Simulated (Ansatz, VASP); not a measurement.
**One calculation of KBr, two programs**

File INCAR:

```
SYSTEM = KBr
  PREC = Accurate
  ENCUT = 520
  EDIFF = 1E-6
  ISMEAR = 0
  SIGMA = 0.01
  LREAL = .FALSE.
  LASPH = .TRUE.
  NELM = 80
  ALGO = Normal
  ISIF = 2
  LWAVE = .FALSE.
  LCHARG = .TRUE.
  GGA = PE
  LELF = .TRUE.
  LVHAR = .TRUE.
  NBANDS = 15
```

Contents of KPOINTS:

```
Automatic mesh
0
G
  4 4 4
  0 0 0
```

File POSCAR:

```
KBr
1.0
    0.0000000000      3.6882992816      3.6882992816
    3.6882992816      0.0000000000      3.6882992816
    3.6882992816      3.6882992816      0.0000000000
K Br
1 1
Direct
    0.0000000000      0.0000000000      0.0000000000
    0.2500000000      0.2500000000      0.2500000000
```

Input for Ansatz:

```yaml
crystal:
  lattice:
    - [0.0, 3.6882992816, 3.6882992816]
    - [3.6882992816, 0.0, 3.6882992816]
    - [3.6882992816, 3.6882992816, 0.0]
  atoms:
    - { symbol: K, position: [0.0, 0.0, 0.0] }
    - { symbol: Br, position: [0.25, 0.25, 0.25] }
kpoints:
  mp_grid: { grid: [4, 4, 4] }
hamiltonian:
  xc: pbe
scf:
  occupations: { method: fixed }
  n_extra_bands: 4
output:
  forces: true
  stress: true
  eigenvalues: true
  write_density: true
  write_potential: true
  elf: true
  volumetric_format: npy
```

The cell was built by a generator and needn't be a form met in nature.

Alike in both runs: task single point; functional PBE; k mesh 4 × 4 × 4; no spin polarisation.

```csv
,VASP,Ansatz
version,VASP 6.6.1,Ansatz 0.2.0
potentials or method,"VASP PAW PBE potentials, release 64 (K_sv, Br)","plane waves, PAW"
plane-wave cutoff (eV),520,420
occupations,"gaussian, width 0.01 eV",fixed
valence electrons in the cell,16,16
```

```csv
,VASP,Ansatz,Ansatz less VASP
gap on the k mesh at the Fermi level (eV),4.28,4.28,+0.001
pressure (GPa),0.3,0.3,-0.02
```

Ansatz warned: «xc_potential_rough_in_thin_density».

A k mesh can miss the band edges. A hybrid or GW would open this gap; PBE tends to underestimate it.
